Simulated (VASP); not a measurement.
Write the native input for VASP 6.6.1 that does the following.

```yaml
Task: relaxation of cell and atoms
Functional: PBEsol
Potentials_or_basis: VASP PAW PBE potentials, release 64 (Sn_d, Se)
Cutoff: 600 eV
k_mesh: 10 × 10 × 10
Occupations: gaussian, width 0.03 eV
Spin: no spin polarisation
Further_INCAR_settings: ALGO = Normal; EDIFF = 1e-06; IBRION = 2; EDIFFG = -0.01; NSW = 90; ISIF = 3
```

The structure of SnSe lies in POSCAR:

```
SnSe
1.0
    0.0000000000      3.0100000000      3.0100000000
    3.0100000000      0.0000000000      3.0100000000
    3.0100000000      3.0100000000      0.0000000000
Sn Se
1 1
Direct
    0.0000000000      0.0000000000      0.0000000000
    0.5000000000      0.5000000000      0.5000000000
```

The cell was built by a generator and needn't be a form met in nature.

These files were run (other wordings do the same):

INCAR

```
SYSTEM = SnSe
PREC = Accurate ; ENCUT = 600
EDIFF = 1E-6 ; ISMEAR = 0
SIGMA = 0.03 ; LREAL = .False.
LASPH = .True. ; NELM = 80
ALGO = Normal ; ISIF = 3
LWAVE = .False. ; LCHARG = .False.
GGA = PS ; IBRION = 2
NSW = 90 ; EDIFFG = -0.01
KPAR = 2
```

KPOINTS

```
Automatic mesh
0
Gamma
  10 10 10
  0 0 0
```

Potentials or basis: VASP PAW PBE potentials, release 64 (Sn_d, Se).

Command:

```sh
$ cat potpaw_PBE.64/Sn_d/POTCAR potpaw_PBE.64/Se/POTCAR > POTCAR
$ mpirun -np 2 vasp_std > vasp.out
```

It gave:

```yaml
Relaxed_volume: 26.35 Å³/atom
Relaxed_cell: a = 4.208 Å, b = 4.208 Å, c = 4.208 Å, α = 60.00°, β = 60.00°, γ = 60.00°
Space_group_after_relaxing_to_0.05_Å: Fm-3m (No. 225)
Energy_gained_by_relaxing: 5.3 meV/atom
Ionic_steps: 3
Pressure_after_relaxing: 0.0 GPa
Band_gap_on_the_k_mesh: 0.48 eV, indirect (least direct gap 0.58 eV)
```

Caveat: the PAW data sets were made with another functional, which shifts forces and pressure a little; spin-orbit coupling is left out, which moves the levels of the heavy elements.

Wall time 30 s on 2 MPI ranks on AMD EPYC 9R45 96-Core Processor (Zen 5) (shared host), peak memory 0.22 GiB a rank.
